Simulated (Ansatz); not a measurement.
Crystal: Au.

```
CELL_PARAMETERS angstrom
0.00000 2.03500 2.03500
2.03500 0.00000 2.03500
2.03500 2.03500 0.00000
ATOMIC_POSITIONS crystal
Au 0.00000 0.00000 0.00000
```

- Program: Ansatz 0.2.0
- Task: relaxation of cell and atoms
- Functional: HF
- Potentials or basis: Ansatz PAW
- Cutoff: 420 eV (not typed: the program's choice for these potentials)
- k mesh: 6 × 6 × 6
- Occupations: fermi-dirac, width 0.05 eV
- Spin: no spin polarisation

At the start: volume 16.85 Å³/atom.

Where does the relaxation end?

It ends after 8 steps and the volume is 20.77 Å³/atom (+23.2 %); space group Fm-3m (No. 225, to 0.05 Å).

The path:
| step | energy change (eV) | largest force (eV/Å) | volume (Å³) |
| --- | --- | --- | --- |
| 1 | 0.0000 | 0.0000 | 16.85 |
| 2 | -0.2015 | 0.0000 | 19.44 |
| 3 | -0.2491 | 0.0000 | 20.03 |
| 4 | -0.2514 | 0.0000 | 20.88 |
| 5 | -0.2519 | 0.0000 | 20.80 |
| 6 | -0.2777 | 0.0000 | 20.80 |
| 7 | -0.2779 | 0.0000 | 20.77 |
| 8 | -0.2777 | 0.0000 | 20.77 |

Final structure:
```xyz
1
Lattice="0.0000 2.1817 2.1817 2.1817 0.0000 2.1817 2.1817 2.1817 0.0000" Properties=species:S:1:pos:R:3 pbc="T T T"
Au    0.0000    0.0000    0.0000
```

Caveat: the k mesh is coarse (spacing up to 0.45 Å⁻¹), so the values aren't converged, least of all with exact exchange; the volume moved by over 15 % at a fixed basis, so the end points are rough; the plane-wave basis is chosen anew once the cell has moved, so the energies of steps on either side of that aren't comparable; the pressure holds a Pulay correction of +0.8 GPa for the finite cutoff; the volume moved by +23 % from the deposited cell, more than functionals usually miss; the PAW data sets come from PBE, with cores solved anew for the run's functional, which leaves a small shift of forces and pressure.
